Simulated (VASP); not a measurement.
**SnO2: band structure with r2SCAN**

SnO2:

```
Sn O
1.0
    -3.21549    3.37403    3.37394
     3.21549   -3.37403    3.37394
     3.21549    3.37403   -3.37394
Sn O
4 8
Direct
  0.00008 0.25008 0.75000
  0.99992 0.74992 0.25000
  0.50000 0.50000 0.50000
  0.50000 0.00000 0.00000
  0.19374 0.19370 0.49996
  0.69378 0.75004 0.94374
  0.19374 0.69378 0.00004
  0.30630 0.75004 0.55626
  0.69370 0.24996 0.44374
  0.30622 0.24996 0.05626
  0.80626 0.30622 0.99996
  0.80626 0.80630 0.50004
```

The cell is a database's computed one.

```json
{"Program": "VASP 6.6.1", "Task": "band structure", "Functional": "r2SCAN", "Potentials or basis": "VASP PAW PBE potentials, release 64 (Sn_d, O)", "Cutoff": "520 eV", "k mesh": "6 × 6 × 6", "Occupations": "gaussian, width 0.02 eV", "Spin": "no spin polarisation", "Further INCAR settings": "ALGO = Normal; EDIFF = 1e-07; NBANDS = 64"}
```

```yaml
Pressure: -1.0 GPa
Largest_force: 0.043 eV/Å
Band_gap_on_the_k_mesh: 1.68 eV
Band_gap_along_the_path: 1.68 eV
```

Forces in eV/Å, atoms in the order of the input:
```
Sn   0.000  0.000 -0.005
Sn   0.000  0.000  0.005
Sn   0.000  0.000  0.000
Sn   0.000  0.000  0.000
O    0.002  0.000  0.042
O    0.000  0.042 -0.003
O   -0.002  0.000  0.042
O    0.000 -0.042 -0.003
O    0.000  0.042  0.003
O    0.000 -0.042  0.003
O    0.002  0.000 -0.042
O   -0.002  0.000 -0.042
```

Stress tensor (GPa, compression positive):
```
-1.27  0.00  0.00
 0.00 -0.81  0.00
 0.00  0.00 -0.80
```

Levels at the corners of the path, in eV from the valence-band top:
| point | band 48 | band 49 | band 50 | band 51 | band 52 | band 53 | band 54 | band 55 | band 56 | band 57 |
| --- | --- | --- | --- | --- | --- | --- | --- | --- | --- | --- |
| Γ | -0.84 | -0.84 | -0.76 | -0.76 | 0.00 | 1.68 | 5.44 | 5.44 | 6.69 | 6.98 |
| X | -1.09 | -0.69 | -0.69 | -0.62 | -0.62 | 4.89 | 4.89 | 7.03 | 7.03 | 7.73 |
| X | -1.09 | -0.69 | -0.69 | -0.62 | -0.62 | 4.89 | 4.89 | 7.03 | 7.03 | 7.73 |
| M | -1.30 | -1.25 | -1.25 | -0.91 | -0.90 | 5.32 | 5.32 | 6.76 | 6.76 | 8.13 |
| M | -1.30 | -1.25 | -1.25 | -0.91 | -0.90 | 5.32 | 5.32 | 6.76 | 6.76 | 8.13 |
| Γ | -0.84 | -0.84 | -0.76 | -0.76 | 0.00 | 1.68 | 5.44 | 5.44 | 6.69 | 6.98 |
| Γ | -0.84 | -0.84 | -0.76 | -0.76 | 0.00 | 1.68 | 5.44 | 5.44 | 6.69 | 6.98 |
| Z | -1.28 | -1.24 | -1.24 | -0.90 | -0.90 | 5.33 | 5.33 | 6.60 | 6.91 | 8.15 |
| Z | -1.28 | -1.24 | -1.24 | -0.90 | -0.90 | 5.33 | 5.33 | 6.60 | 6.91 | 8.15 |
| P | -1.26 | -0.82 | -0.82 | -0.82 | -0.82 | 6.08 | 6.08 | 6.08 | 6.08 | 9.44 |
| P | -1.26 | -0.82 | -0.82 | -0.82 | -0.82 | 6.08 | 6.08 | 6.08 | 6.08 | 9.44 |
| N | -1.03 | -0.85 | -0.85 | -0.51 | -0.51 | 5.06 | 5.06 | 6.76 | 6.76 | 9.41 |
| N | -1.03 | -0.85 | -0.85 | -0.51 | -0.51 | 5.06 | 5.06 | 6.76 | 6.76 | 9.41 |
| Z1 | -1.28 | -1.24 | -1.24 | -0.90 | -0.90 | 5.33 | 5.33 | 6.60 | 6.91 | 8.15 |
| Z1 | -1.28 | -1.24 | -1.24 | -0.90 | -0.90 | 5.33 | 5.33 | 6.60 | 6.91 | 8.15 |
| M | -1.30 | -1.25 | -1.25 | -0.91 | -0.90 | 5.32 | 5.32 | 6.76 | 6.76 | 8.13 |
| X | -1.09 | -0.69 | -0.69 | -0.62 | -0.62 | 4.89 | 4.89 | 7.03 | 7.03 | 7.73 |
| P | -1.26 | -0.82 | -0.82 | -0.82 | -0.82 | 6.08 | 6.08 | 6.08 | 6.08 | 9.44 |

Run time: 58 min on 1 thread of Intel(R) Xeon(R) 6975P-C (Granite Rapids), on a shared host, peak memory 0.69 GiB.

Caveat: the PAW data sets were made with another functional, which shifts forces and pressure a little; spin-orbit coupling is left out, which moves the levels of the heavy elements. r2SCAN opens gaps a little over a GGA but as a rule still falls short of measured ones.
